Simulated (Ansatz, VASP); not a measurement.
One calculation of Co, two programs

```
Co
1.0
     4.14431    0.00000    0.00000
    -2.07216    3.58908    0.00000
     0.00000    0.00000    2.54064
Co
3
Direct
  0.00000 0.00000 0.00000
  0.33333 0.66667 0.50000
  0.66667 0.33333 0.50000
```

Alike in both runs: task relaxation of cell and atoms; functional PBE; k mesh 6 × 6 × 6; occupations gaussian, width 0.1 eV; collinear spin.

|  | VASP | Ansatz |
| --- | --- | --- |
| version | VASP 6.6.1 | Ansatz 0.2.0 |
| potentials or method | VASP PAW PBE potentials, release 64 (Co) | scalar-relativistic, plane waves, PAW |
| plane-wave cutoff (eV) | 600 | 420 |
| valence electrons in the cell | 27 | 51 |

|  | VASP | Ansatz | Ansatz less VASP |
| --- | --- | --- | --- |
| gap on the k mesh at the Fermi level, each at its own relaxed structure (eV) | none | none | - |
| net moment per atom (μB) | 1.67 | 1.68 | +0.012 |
| size of the moment on the site where the two differ most (μB) | 1.65 | 1.71 | +0.063 |
| relaxed volume (Å³/atom) | 11.05 | 11.07 | +0.018 |
| relaxed cell length with the largest relative difference (Å) | 3.964 | 3.967 | +0.0027 |
| energy change over the relaxation (meV/atom) | -109 | -105 | +4.8 |

Site moments also hang on the region over which each program counts them. A gap of «none» marks a metal or a gap that the smearing closes. The two sets of potentials don't hold the same shells in valence.

Caveats: the k mesh is coarse (spacing up to 0.41 Å⁻¹), so the values aren't converged.
